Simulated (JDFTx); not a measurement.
## AlAs: equation of state with PBEsol

AlAs:

```
CELL_PARAMETERS angstrom
0.00000 2.83040 2.83040
2.83040 0.00000 2.83040
2.83040 2.83040 0.00000
ATOMIC_POSITIONS crystal
As 0.75000 0.75000 0.75000
Al 0.00000 0.00000 0.00000
```

```json
{
 "Program": "JDFTx 1.7.0 (patched build)",
 "Task": "equation of state",
 "Functional": "PBEsol",
 "Potentials or basis": "PseudoDojo-SR-PBEsol-0.4.1-standard with smoothed tails",
 "Cutoff": "1143 eV",
 "Density cutoff": "9143 eV",
 "k mesh": "8 × 8 × 8",
 "Occupations": "fermi-dirac, width 0.05 eV",
 "Spin": "no spin polarisation"
}
```

- Equilibrium volume: 22.84 Å³/atom
- Bulk modulus: 72 GPa
- Pressure derivative of the bulk modulus: 4.2

Energy against volume, from the lowest point:
```csv
volume (Å³/atom),energy (meV/atom)
21.314,25.49
21.768,11.99
22.221,3.66
22.675,0.00
23.128,0.55
23.582,4.88
24.035,12.63
```

Zero-point motion and thermal expansion aren't in these numbers.
